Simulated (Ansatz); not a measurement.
# Sn under changes of volume

One of the cells (28.673 Å³/atom); the others are scaled copies at fixed shape and fractional positions:

```xyz
1
Lattice="-1.7265 1.7755 2.3383 1.7265 -1.7755 2.3383 1.7265 1.7755 -2.3383" Properties=species:S:1:pos:R:3 pbc="T T T"
Sn    0.0000    0.0000    0.0000
```

This isn't the form of Sn at room conditions, which is tetragonal (white tin).

| Property | Result |
| --- | --- |
| Program | Ansatz 0.2.0 |
| Functional | LDA |
| Potentials or basis | all-electron LAPW, scalar-relativistic |
| Cutoff | 155 eV (chosen from the basis error) |
| Basis error allowed | 0.001 eV/atom |
| k mesh | 11 × 11 × 11 |
| Occupations | fermi-dirac, width 0.05 eV |
| Spin | no spin polarisation |

```tsv
volume (Å³/atom)	energy over the lowest point (meV/atom)	pressure (GPa)
26.953	0.00	-2.2
27.526	9.51	-3.2
28.100	22.37	-4.0
28.673	38.16	-4.8
29.247	?	?
29.820	77.12	-6.1
30.394	99.76	-6.6
```

Q: What does the run at 29.247 Å³/atom give?

A: Energy over the lowest point 56.53 meV/atom; pressure -5.5 GPa.

Worked out: A Birch-Murnaghan fit of order 3 (a polynomial in V^(-2/3)) to the other rows has no minimum within the range. It gives 56.52 meV/atom at 29.247 Å³/atom, against the run's 56.53, and -dE/dV = -5.5 GPa, against -5.5.

Energies are extrapolated to zero smearing.
